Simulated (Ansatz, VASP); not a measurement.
# Pt in VASP and in Ansatz

```
Pt
1.0
     2.96772    0.00000    0.00000
    -1.48386    2.57012    0.00000
     0.00000    0.00000    4.79213
Pt
2
Direct
  0.66667 0.33333 0.75000
  0.33333 0.66667 0.25000
```

Change from the starting cell: strain +0.0750 x Voigt [1, 1, 0, 0, 0, 0], atoms carried along.

Alike in both runs: task single point; functional PBEsol; k mesh 18 × 18 × 10; occupations gaussian, width 0.15 eV; no spin polarisation.

|  | VASP | Ansatz |
| --- | --- | --- |
| version | VASP 6.6.1 | Ansatz 0.2.0 |
| potentials or method | VASP PAW PBE potentials, release 64 (Pt) | scalar-relativistic, plane waves, PAW |
| plane-wave cutoff (eV) | 520 | 420 |
| valence electrons in the cell | 20 | 36 |

VASP gave:

```
gap on the k mesh at the Fermi level (eV)       : none
pressure (GPa)                                  : -31.8
largest component of the traceless stress (GPa) : 2.98
```

Question: What did Ansatz give for the same quantities?

Answer: gap on the k mesh at the Fermi level (eV): none; pressure (GPa): -31.6; largest component of the traceless stress (GPa): 3.03.

A gap of «none» marks a metal or a gap that the smearing closes. The two sets of potentials don't hold the same shells in valence.

Caveats: the cell as given lies far from equilibrium; so large a pressure means that the cell lies far from this level's equilibrium, or that cutoff or potentials fall short (VASP); the potentials were made for another functional, which shifts forces and pressure (VASP). The runs have no spin-orbit coupling, so splittings on Pt are missing.
